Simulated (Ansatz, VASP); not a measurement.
## One calculation of C, two programs

INCAR

```
ALGO = Normal
EDIFF = 1E-6
ENCUT = 520
GGA = PE
ISIF = 2
ISMEAR = 0
LASPH = True
LCHARG = True
LELF = True
LREAL = False
LVHAR = True
LWAVE = False
NBANDS = 11
NELM = 80
PREC = Accurate
SIGMA = 0.05
```

KPOINTS

```
k-points
0
Gamma
  12 12 12
```

POSCAR

```
C
1.0
    0.0000000000      1.7834000000      1.7834000000
    1.7834000000      0.0000000000      1.7834000000
    1.7834000000      1.7834000000      0.0000000000
C
2
Direct
    0.5000000000      0.5000000000      0.4603506347
    0.7500000000      0.7500000000      0.7500000000
```

Input for Ansatz:

```yaml
crystal:
  lattice:
    - [0.0, 1.7834, 1.7834]
    - [1.7834, 0.0, 1.7834]
    - [1.7834, 1.7834, 0.0]
  atoms:
    - { symbol: C, position: [0.5, 0.5, 0.4603506347] }
    - { symbol: C, position: [0.75, 0.75, 0.75] }
basis:
  ecutwfc: 420
kpoints:
  mp_grid: { grid: [12, 12, 12] }
hamiltonian:
  xc: pbe
scf:
  occupations: { method: gaussian, width: 0.05 }
output:
  forces: true
  stress: true
  eigenvalues: true
```

Alike in both runs: task single point; functional PBE; k mesh 12 × 12 × 12; occupations gaussian, width 0.05 eV; no spin polarisation.

|  | VASP | Ansatz |
| --- | --- | --- |
| version | VASP 6.6.1 | Ansatz 0.2.0 |
| potentials or method | VASP PAW PBE potentials, release 64 (C) | scalar-relativistic, plane waves, PAW |
| plane-wave cutoff (eV) | 520 | 420 |
| valence electrons in the cell | 8 | 8 |

Ansatz gave:

| Quantity | Value |
| --- | --- |
| gap on the k mesh at the Fermi level (eV) | 2.39 |
| least direct gap on the mesh (eV) | 2.72 |
| pressure (GPa) | 5.3 |
| largest component of the traceless stress (GPa) | 3.44 |
| rms of the force components (eV/Å) | 2.150 |

Q: Estimate VASP's values.

A: gap on the k mesh at the Fermi level (eV): 2.38; least direct gap on the mesh (eV): 2.72; pressure (GPa): 5.9; largest component of the traceless stress (GPa): 3.46; rms of the force components (eV/Å): 2.160.

Atom by atom the forces differ by 0.010 eV/Å (rms over components).

Caveats: forces of over 1 eV/Å show positions far from the minimum, so gaps and moduli don't describe the material at rest.
